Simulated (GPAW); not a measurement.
The system is Al.

```
Al
1.0
     2.81246    0.00000    0.00000
    -1.40623    2.43566    0.00000
     0.00000    0.00000    4.86685
Al
2
Cartesian
  0.0000 1.6238 1.2167
  1.4062 0.8119 3.6501
```

This isn't the form of Al at room conditions, which is fcc.

Base run:

* Program: GPAW 26.7.0
* Functional: LDA
* Potentials or basis: the program's PAW data sets (release 1.2.1) made for this functional
* Cutoff: 600 eV
* Basis: pw
* k mesh: 11 × 11 × 6
* Occupations: fermi-dirac, width 0.05 eV
* Spin: no spin polarisation

Its results: pressure -2.9 GPa.

Q: The run is repeated on the same cell with these changes: functional from LDA to PBEsol; potentials or basis from the program's PAW data sets (release 1.2.1) made for this functional to PAW data sets generated in the run's folder for this functional. What comes out?

A: Pressure -1.2 GPa.
